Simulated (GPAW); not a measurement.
CuO:

```
Cu O
1.0
     3.42205    0.00000    0.00000
     0.00000    3.42205    0.00000
     0.00000    0.00000    4.26046
Cu O
2 2
Direct
  0.00000 0.50000 0.00000
  0.50000 0.00000 0.50000
  0.00000 0.00000 0.25000
  0.00000 0.00000 0.75000
```

Measurements of this composition are mostly on another form, of space group No. 15.

Program: GPAW 26.7.0. Alike in all runs: task band structure; no spin polarisation; cell as given; k mesh 6 × 6 × 5; cutoff (eV) 800; smearing fermi-dirac 0.05 eV.

Q: Order these runs on this cell by their pressure, lowest first.
A. level PBE; potentials or basis GPAW PAW data sets (gpaw-data 1.2.1), pw
B. level BLYP; potentials or basis PAW data sets generated in the run's folder for this functional, pw; eigensolver davidson
C. level LDA; potentials or basis the program's PAW data sets (release 1.2.1) made for this functional, pw
D. level r2SCAN; potentials or basis GPAW PAW data sets (gpaw-data 1.2.1), pw

A: C (-13.2 GPa), D (-6.5 GPa), A (-1.7 GPa), B (2.1 GPa).

Caveats: with this Cu data set, volumes or pressures lay over 1.5 % or 2 GPa off other programs in two to four cells of ten; the run has no spin polarisation, though such a crystal can be magnetic; the PAW data sets were made with another functional, which shifts forces and pressure a little (some runs).
